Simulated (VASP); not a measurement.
# Ge: relaxation of cell and atoms with RPBE

Crystal: Ge.

```xyz
4
Lattice="3.9976 0.0000 0.0000 -1.9988 3.4620 0.0000 0.0000 0.0000 6.5994" Properties=species:S:1:pos:R:3 pbc="T T T"
Ge    0.0000    2.3080    6.1843
Ge    1.9988    1.1540    2.8846
Ge    0.0000    2.3080    3.7148
Ge    1.9988    1.1540    0.4151
```

This isn't the form of Ge at room conditions, which is diamond.

```json
{
  "Program": "VASP 6.6.1",
  "Task": "relaxation of cell and atoms",
  "Functional": "RPBE",
  "Potentials or basis": "VASP PAW PBE potentials, release 64 (Ge_d)",
  "Cutoff": "600 eV",
  "k mesh": "6 × 6 × 3",
  "Occupations": "fermi-dirac, width 0.05 eV",
  "Spin": "no spin polarisation",
  "Further INCAR settings": "ALGO = Fast; EDIFF = 1e-06; IBRION = 2; EDIFFG = -0.02; NSW = 60; ISIF = 3"
}
```

```
Relaxed volume                         : 24.59 Å³/atom
Relaxed cell                           : a = 4.101 Å, b = 4.101 Å, c = 6.752 Å, α = 90.00°, β = 90.00°, γ = 120.00°
Space group after relaxing (to 0.05 Å) : P6_3/mmc (No. 194)
Energy gained by relaxing              : 25.0 meV/atom
Ionic steps                            : 5
Pressure after relaxing                : 0.0 GPa
Band gap on the k mesh                 : 0.23 eV, direct
```

Stress tensor (GPa, compression positive):
```
 0.08  0.00  0.00
 0.00  0.08  0.00
 0.00  0.00 -0.05
```

The path:
| step | energy change (eV) | largest force (eV/Å) | pressure (GPa) | volume (Å³) |
| --- | --- | --- | --- | --- |
| 1 | 0.0000 | 0.0236 | 4.70 | 91.33 |
| 2 | -0.0930 | 0.0555 | -1.00 | 100.47 |
| 3 | -0.0999 | 0.0378 | -0.06 | 98.50 |
| 4 | -0.0999 | 0.0361 | 0.07 | 98.35 |
| 5 | -0.1000 | 0.0002 | 0.04 | 98.37 |

Final structure:
```
Ge
1.0
     4.10148    0.00000    0.00000
    -2.05074    3.55198    0.00000
     0.00000    0.00000    6.75239
Ge
4
Direct
  0.33333 0.66667 0.93721
  0.66667 0.33333 0.43721
  0.33333 0.66667 0.56279
  0.66667 0.33333 0.06279
```

Levels at points of the mesh, in eV from the valence-band top:
```tsv
k point	band 24	band 25	band 26	band 27	band 28	band 29	band 30	band 31	band 32	band 33
(0.00, 0.00, 0.00)	-1.24	-1.24	-0.42	-0.07	0.00	0.23	0.23	2.40	2.40	2.85
(0.50, 0.00, 0.00)	-6.41	-4.05	-2.69	-2.39	-1.20	0.81	1.63	3.80	3.82	4.34
```

Run time: 2.8 min on 1 thread of Intel(R) Xeon(R) Platinum 8488C (Sapphire Rapids), with other jobs on the host, peak memory 0.23 GiB.

Caveat: the PAW data sets were made with another functional, which shifts forces and pressure a little; an odd mesh through Γ misses points on the zone boundary, where band edges often lie.
